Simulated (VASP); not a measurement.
# AlN (Fm-3m) in VASP: a series of runs

Aim: see how the results for AlN move with the level of theory and the settings. Levels: r2SCAN, PBEsol. Tasks: single point.

All numbers are computed with VASP 6.6.1; they aren't measurements. Logs are shortened: lines on timing, memory, paths and dates and some standing lists are left out, and cuts for length are marked.

### 1 The cell of the first run

It takes space group Fm-3m (No. 225, cubic). The conventional cell has a = 3.968 Å, b = 3.968 Å, c = 3.968 Å, α = 90.00°, β = 90.00°, γ = 90.00°. Al (site symmetry m-3m) is surrounded by 6 N at 1.98 Å. Around N (site symmetry m-3m) lie 6 Al at 1.98 Å.

Measurements of this composition are mostly on another form, of space group No. 186.

### 2 Single point, r2SCAN (functional r2SCAN, strained and moved within the space group)

File POSCAR:

```
AlN
1.0
    0.0000000000      1.9838381566      1.9838381566
    1.9838381566      0.0000000000      1.9838381566
    1.9838381566      1.9838381566      0.0000000000
Al N
1 1
Direct
    0.5000000000      0.5000000000      0.5000000000
    0.0000000000      0.0000000000      0.0000000000
```

File INCAR.step1:

```
ALGO = Normal ; EDIFF = 1E-4
ENCUT = 520 ; GGA = PE
ISMEAR = 0 ; LASPH = True
LCHARG = False ; LREAL = False
LWAVE = True ; NBANDS = 11
NELM = 100 ; PREC = Accurate
SIGMA = 0.02
```

File INCAR.step2:

```
ALGO = Normal ; EDIFF = 1E-6
ENCUT = 520 ; ISIF = 2
ISMEAR = 0 ; ISTART = 1
LASPH = True ; LCHARG = False
LMIXTAU = True ; LREAL = False
LWAVE = False ; METAGGA = R2SCAN
NBANDS = 11 ; NELM = 100
PREC = Accurate ; SIGMA = 0.02
```

File KPOINTS:

```
k-points
0
Gamma
  10 10 10
```

Potentials or basis: VASP PAW PBE potentials, release 64 (Al, N).

Launch:

```
$ cat potpaw_PBE.64/Al/POTCAR potpaw_PBE.64/N/POTCAR > POTCAR
$ cp INCAR.step1 INCAR
$ mpirun -np 1 vasp_std > vasp.out
$ cp INCAR.step2 INCAR
$ mpirun -np 1 vasp_std > vasp.out
```

OUTCAR:

```text
EDIFF = 1E-6
   ENCUT = 520
   ISIF = 2
   ISMEAR = 0
   ISTART = 1
   LASPH = True
   LREAL = False
   METAGGA = R2SCAN
   NELM = 100
   PREC = Accurate

 ion  position               nearest neighbor table
   1  0.500  0.500  0.500-   2 1.98   2 1.98   2 1.98   2 1.98   2 1.98   2 1.98
   2  0.000  0.000  0.000-   1 1.98   1 1.98   1 1.98   1 1.98   1 1.98   1 1.98

  LATTYP: Found a face centered cubic cell.
 ALAT       =     3.9676763132

  Lattice vectors:

 A1 = (   0.0000000000,   1.9838381566,   1.9838381566)
 A2 = (   1.9838381566,   0.0000000000,   1.9838381566)
 A3 = (   1.9838381566,   1.9838381566,   0.0000000000)

Analysis of symmetry for initial positions (statically):
=====================================================================
 Subroutine PRICEL returns:
 Original cell was already a primitive cell.

 Routine SETGRP: Setting up the symmetry group for a
 face centered cubic supercell.

 Subroutine GETGRP returns: Found 48 space group operations
 (whereof 48 operations were pure point group operations)
 out of a pool of 48 trial point group operations.

The static configuration has the point symmetry O_h .

Analysis of symmetry for dynamics (positions and initial velocities):
=====================================================================
 Subroutine PRICEL returns:
 Original cell was already a primitive cell.

 Routine SETGRP: Setting up the symmetry group for a
 face centered cubic supercell.

 Subroutine GETGRP returns: Found 48 space group operations
 (whereof 48 operations were pure point group operations)
 out of a pool of 48 trial point group operations.

The dynamic configuration has the point symmetry O_h .

 Subroutine INISYM returns: Found 48 space group operations
 (whereof 48 operations are pure point group operations),
 and found     1 'primitive' translations

----------------------------------------------------------------------------------------

                                     Primitive cell

  volume of cell :      15.6152

  direct lattice vectors                    reciprocal lattice vectors
     0.000000000  1.983838157  1.983838157    -0.252036689  0.252036689  0.252036689
     1.983838157  0.000000000  1.983838157     0.252036689 -0.252036689  0.252036689
     1.983838157  1.983838157  0.000000000     0.252036689  0.252036689 -0.252036689

  length of vectors
     2.805570827  2.805570827  2.805570827     0.436540350  0.436540350  0.436540350

  position of ions in fractional coordinates (direct lattice)
[... 83 lines left out ...]
   IBRION =     -1    ionic relax: 0-MD 1-quasi-New 2-CG
   NFREE  =      0    steps in history (QN), initial steepest desc. (CG)
   ISIF   =      2    stress and relaxation
   ISYM   =      2    0-nonsym 1-usesym 2-fastsym
   POTIM  = 0.5000    time-step for ionic-motion
   TEBEG  =    0.0;   TEEND  =   0.0 temperature during run
   PSTRESS=    0.0 pullay stress
   NELECT =       8.0000    total number of electrons
   NUPDOWN=      -1.0000    fix difference up-down
   EMIN   =  10.00;   EMAX   =-10.00  energy-range for DOS
   EFERMI =   0.00;   METHOD = LEGACY
   ISMEAR =     0;   SIGMA  =   0.02  broadening in eV -4-tet -1-fermi 0-gaus
   EFERMI_NEDOS =   21; number of points for ismear=-14 and -15
   IALGO  =     38    algorithm
   IMIX   =      4    mixing-type and parameters
     AMIX     =   0.40;   BMIX     =  1.00
     AMIX_MAG =   1.60;   BMIX_MAG =  1.00
  volume/ion in A,a.u.               =       7.81        52.69
  Fermi-wavevector in a.u.,A,eV,Ry     =   1.309952  2.475450 23.347233  1.715973
  Thomas-Fermi vector in A             =   2.440515
   LORBIT       =      0    0 simple, 1 ext, 2 COOP (PROOUT), +10 PAW based schemes
   METAGGA = R2SCAN    functional components
   LHFCALC =     F    Hartree Fock is set to
   AEXX    =    0.0000 exact exchange contribution
   IVDW    =     0    specifies the selected vdW correction
   LEPSILON=     F    determine dielectric tensor
   LRPA    =     F    only Hartree local field effects (RPA)
 non-spin polarized calculation
 Gauss-broadening in eV      SIGMA  =   0.02
  energy-cutoff  :      520.00
  volume of cell :       15.62
 maximum number of plane-waves:       444
 NGX is ok and might be reduce to    24
   NGX = 11   NGY = 11   NGZ = 11

 number of electron       8.0000000 magnetization

 Free energy of the ion-electron system (eV)
  ---------------------------------------------------
  ext. energy  EPLUGINS =         0.00000000
  ---------------------------------------------------
  free energy    TOTEN  =       -18.85964112 eV

  energy without entropy =      -18.85964112  energy(sigma->0) =      -18.85964112

 E-fermi :  10.6244     XC(G=0): -13.1628

 val. band max:       10.5196479388   @ k =   0.0000   0.0000   0.0000
 cond. band min:      16.4019715626   @ k =   0.5000   0.5000   0.0000
 fundamental gap:      5.8823236238
 Fermi energy:        10.6244220263

 k-point     1 :       0.0000    0.0000    0.0000
  band No.  band energies     occupation
      1      -8.4150      2.00000
      2      10.5196      2.00000
      3      10.5196      2.00000
      4      10.5196      2.00000
      5      17.9122      0.00000
      6      23.6226      0.00000
      7      23.6226      0.00000
      8      23.6226      0.00000
      9      29.5406      0.00000
     10      29.5406      0.00000
     11      29.5709      0.00000
[... 309 lines left out ...]
 k-point    24 :       0.4000    0.3000    0.0000
  band No.  band energies     occupation
      1      -5.1954      2.00000
      2       4.2517      2.00000
      3       7.4877      2.00000
      4       8.0252      2.00000
      5      17.7051      0.00000
      6      18.6378      0.00000
      7      24.5648      0.00000
      8      28.0773      0.00000
      9      29.0393      0.00000
     10      34.0744      0.00000
     11      37.7722      0.00000

 [... further k-points ...]
[... 5 lines left out ...]
  --------------------------------------------------------------------------------------
  -------------------------------------------------------------------------------------
  Total        1.4811173      1.4811173      1.4811173     -0.0000000      0.0000000     -0.0000000
  in kB      151.9677113    151.9677113    151.9677113     -0.0000000      0.0000000     -0.0000000
  external PRESSURE =     151.9677113 kB  Pullay stress =       0.0000000 kB

 VOLUME and BASIS-vectors are now :
 -----------------------------------------------------------------------------
  energy-cutoff  :      520.00
  volume of cell :       15.62
      direct lattice vectors                 reciprocal lattice vectors
     0.000000000  1.983838157  1.983838157    -0.252036689  0.252036689  0.252036689
     1.983838157  0.000000000  1.983838157     0.252036689 -0.252036689  0.252036689
     1.983838157  1.983838157  0.000000000     0.252036689  0.252036689 -0.252036689

 POSITION                                       TOTAL-FORCE (eV/Angst)
 -----------------------------------------------------------------------------------
      1.98384      1.98384      1.98384         0.000000      0.000000      0.000000
      0.00000      0.00000      0.00000        -0.000000     -0.000000     -0.000000
 -----------------------------------------------------------------------------------
    total drift:                                0.000000     -0.000000     -0.000000

  FREE ENERGIE OF THE ION-ELECTRON SYSTEM (eV)
  ---------------------------------------------------
  free  energy   TOTEN  =       -18.8596411158 eV

  energy  without entropy=      -18.8596411158  energy(sigma->0) =      -18.85964112
```

OUTCAR.step1:

```text
EDIFF = 1E-4
   ENCUT = 520
   GGA = PE
   ISMEAR = 0
   LASPH = True
[... 558 lines left out ...]
 -----------------------------------------------------------------------------------
      1.98384      1.98384      1.98384        -0.000000      0.000000     -0.000000
      0.00000      0.00000      0.00000         0.000000     -0.000000      0.000000
 -----------------------------------------------------------------------------------
    total drift:                                0.000000     -0.000000     -0.000000

  FREE ENERGIE OF THE ION-ELECTRON SYSTEM (eV)
  ---------------------------------------------------
  free  energy   TOTEN  =       -14.4651040985 eV

  energy  without entropy=      -14.4651040985  energy(sigma->0) =      -14.46510410
```

OSZICAR.step1:

```text
N       E                     dE             d eps       ncg     rms          rms(c)
DAV:   1     0.819582836011E+01    0.81958E+01   -0.39508E+03  1042   0.663E+02
DAV:   2    -0.155912028171E+02   -0.23787E+02   -0.23113E+02  1293   0.129E+02
DAV:   3    -0.162635539621E+02   -0.67235E+00   -0.67071E+00  1269   0.192E+01
DAV:   4    -0.162656084210E+02   -0.20545E-02   -0.20544E-02  1151   0.114E+00
DAV:   5    -0.162656223634E+02   -0.13942E-04   -0.13942E-04  1217   0.964E-02    0.784E+00
DAV:   6    -0.144921504918E+02    0.17735E+01   -0.72131E+00  1124   0.146E+01    0.284E+00
DAV:   7    -0.144703766104E+02    0.21774E-01   -0.21674E-01  1165   0.330E+00    0.185E+00
DAV:   8    -0.144653775589E+02    0.49991E-02   -0.14797E-02  1094   0.106E+00    0.349E-01
DAV:   9    -0.144650506140E+02    0.32694E-03   -0.13309E-03  1178   0.225E-01    0.159E-01
DAV:  10    -0.144651040985E+02   -0.53485E-04   -0.12479E-04   605   0.832E-02
   1 F= -.14465104E+02 E0= -.14465104E+02  d E =-.801267E-64
```

It took 20 s on 1 thread of AMD EPYC 9R45 (Zen 5), shared host; peak memory 0.11 GiB.

What came out:

```
Free energy            : -18.8596 eV
Pressure               : 15.2 GPa
Band gap on the k mesh : 5.88 eV, indirect (least direct gap 7.39 eV)
```

Caveat: so large a pressure means that the cell lies far from this level's equilibrium, or that cutoff or potentials fall short; the potentials were made for another functional, which shifts forces and pressure. A k mesh can miss the band edges.

### 3 Single point, PBEsol (strained and moved within the space group)

File INCAR:

```
PREC     = Accurate       # precision mode
ENCUT    = 520            # plane-wave cutoff, eV
EDIFF    = 1E-6           # SCF threshold, eV
ISMEAR   = 0              # smearing method
SIGMA    = 0.02           # smearing width, eV
LREAL    = F              # projectors in reciprocal space
LASPH    = T              # aspherical terms in the spheres
NELM     = 100            # most SCF steps
ALGO     = Normal         # electronic algorithm
ISIF     = 2              # what is computed and relaxed
LWAVE    = F              # write WAVECAR
LCHARG   = F              # write CHGCAR
GGA      = PS             # functional
NBANDS   = 11             # bands
```

File KPOINTS:

```
regular mesh
0
Gamma
  10 10 10
```

File POSCAR:

```
AlN
1.0
    0.0000000000      1.9623739917      1.9623739917
    1.9623739917      0.0000000000      1.9623739917
    1.9623739917      1.9623739917      0.0000000000
Al N
1 1
Direct
    0.5000000000      0.5000000000      0.5000000000
    0.0000000000      0.0000000000      0.0000000000
```

Potentials or basis: VASP PAW PBE potentials, release 64 (Al, N).

Launch:

```
$ cat potpaw_PBE.64/Al/POTCAR potpaw_PBE.64/N/POTCAR > POTCAR
$ mpirun -np 1 vasp_std > vasp.out
```

OUTCAR:

```text
PREC = Accurate
   ENCUT = 520
   EDIFF = 1E-6
   ISMEAR = 0
   LREAL = F
   LASPH = T
   NELM = 100
   ISIF = 2
   GGA = PS

 ion  position               nearest neighbor table
   1  0.500  0.500  0.500-   2 1.96   2 1.96   2 1.96   2 1.96   2 1.96   2 1.96
   2  0.000  0.000  0.000-   1 1.96   1 1.96   1 1.96   1 1.96   1 1.96   1 1.96

  LATTYP: Found a face centered cubic cell.
 ALAT       =     3.9247479834

  Lattice vectors:

 A1 = (   0.0000000000,   1.9623739917,   1.9623739917)
 A2 = (   1.9623739917,   0.0000000000,   1.9623739917)
 A3 = (   1.9623739917,   1.9623739917,   0.0000000000)

Analysis of symmetry for initial positions (statically):
=====================================================================
 Subroutine PRICEL returns:
 Original cell was already a primitive cell.

 Routine SETGRP: Setting up the symmetry group for a
 face centered cubic supercell.

 Subroutine GETGRP returns: Found 48 space group operations
 (whereof 48 operations were pure point group operations)
 out of a pool of 48 trial point group operations.

The static configuration has the point symmetry O_h .

Analysis of symmetry for dynamics (positions and initial velocities):
[... 167 lines left out ...]

 k-point     1 :       0.0000    0.0000    0.0000
  band No.  band energies     occupation
      1      -7.3033      2.00000
      2      11.0904      2.00000
      3      11.0904      2.00000
      4      11.0904      2.00000
      5      18.1037      0.00000
      6      23.3921      0.00000
      7      23.3921      0.00000
      8      23.3921      0.00000
      9      28.7213      0.00000
     10      29.4380      0.00000
     11      29.4380      0.00000
[... 309 lines left out ...]
 k-point    24 :       0.4000    0.3000    0.0000
  band No.  band energies     occupation
      1      -3.9579      2.00000
      2       4.8348      2.00000
      3       8.0066      2.00000
      4       8.5798      2.00000
      5      17.4162      0.00000
      6      18.5245      0.00000
      7      24.2814      0.00000
      8      27.7389      0.00000
      9      28.6206      0.00000
     10      33.8250      0.00000
     11      37.1155      0.00000

 [... further k-points ...]
[... 5 lines left out ...]
  --------------------------------------------------------------------------------------
  -------------------------------------------------------------------------------------
  Total        2.6865558      2.6865558      2.6865558     -0.0000000     -0.0000000      0.0000000
  in kB      284.7941830    284.7941830    284.7941830     -0.0000000     -0.0000000      0.0000000
  external PRESSURE =     284.7941830 kB  Pullay stress =       0.0000000 kB

 VOLUME and BASIS-vectors are now :
 -----------------------------------------------------------------------------
  energy-cutoff  :      520.00
  volume of cell :       15.11
      direct lattice vectors                 reciprocal lattice vectors
     0.000000000  1.962373992  1.962373992    -0.254793430  0.254793430  0.254793430
     1.962373992  0.000000000  1.962373992     0.254793430 -0.254793430  0.254793430
     1.962373992  1.962373992  0.000000000     0.254793430  0.254793430 -0.254793430

 POSITION                                       TOTAL-FORCE (eV/Angst)
 -----------------------------------------------------------------------------------
      1.96237      1.96237      1.96237         0.000000     -0.000000     -0.000000
      0.00000      0.00000      0.00000        -0.000000      0.000000      0.000000
 -----------------------------------------------------------------------------------
    total drift:                                0.000000     -0.000000     -0.000000

  FREE ENERGIE OF THE ION-ELECTRON SYSTEM (eV)
  ---------------------------------------------------
  free  energy   TOTEN  =       -15.3298465416 eV

  energy  without entropy=      -15.3298465416  energy(sigma->0) =      -15.32984654
```

OSZICAR:

```text
N       E                     dE             d eps       ncg     rms          rms(c)
DAV:   1     0.644051099361E+01    0.64405E+01   -0.42267E+03  1042   0.675E+02
DAV:   2    -0.164348713096E+02   -0.22875E+02   -0.22174E+02  1265   0.130E+02
DAV:   3    -0.170427800507E+02   -0.60791E+00   -0.60681E+00  1226   0.187E+01
DAV:   4    -0.170444830515E+02   -0.17030E-02   -0.17029E-02  1166   0.107E+00
DAV:   5    -0.170444943243E+02   -0.11273E-04   -0.11273E-04  1225   0.895E-02    0.772E+00
DAV:   6    -0.153813046820E+02    0.16632E+01   -0.64415E+00  1124   0.139E+01    0.297E+00
DAV:   7    -0.153427246708E+02    0.38580E-01   -0.21717E-01  1162   0.319E+00    0.187E+00
DAV:   8    -0.153301537125E+02    0.12571E-01   -0.12660E-02  1100   0.101E+00    0.386E-01
DAV:   9    -0.153298323142E+02    0.32140E-03   -0.13401E-03  1178   0.228E-01    0.177E-01
DAV:  10    -0.153298507167E+02   -0.18402E-04   -0.72335E-05  1159   0.604E-02    0.504E-02
DAV:  11    -0.153298466998E+02    0.40169E-05   -0.11632E-05  1118   0.203E-02    0.679E-03
DAV:  12    -0.153298465416E+02    0.15813E-06   -0.33029E-07   598   0.507E-03
   1 F= -.15329847E+02 E0= -.15329847E+02  d E =-.338082E-21
```

Run time: 4 s. Hardware: 1 thread of AMD EPYC 9R45 (Zen 5), shared host; peak memory 0.1 GiB.

What came out:

| Quantity | Value |
| --- | --- |
| Free energy | -15.3298 eV |
| Pressure | 28.5 GPa |
| Band gap on the k mesh | 4.96 eV, indirect (least direct gap 7.01 eV) |

Caveat: so large a pressure means that the cell lies far from this level's equilibrium, or that cutoff or potentials fall short; the potentials were made for another functional, which shifts forces and pressure.
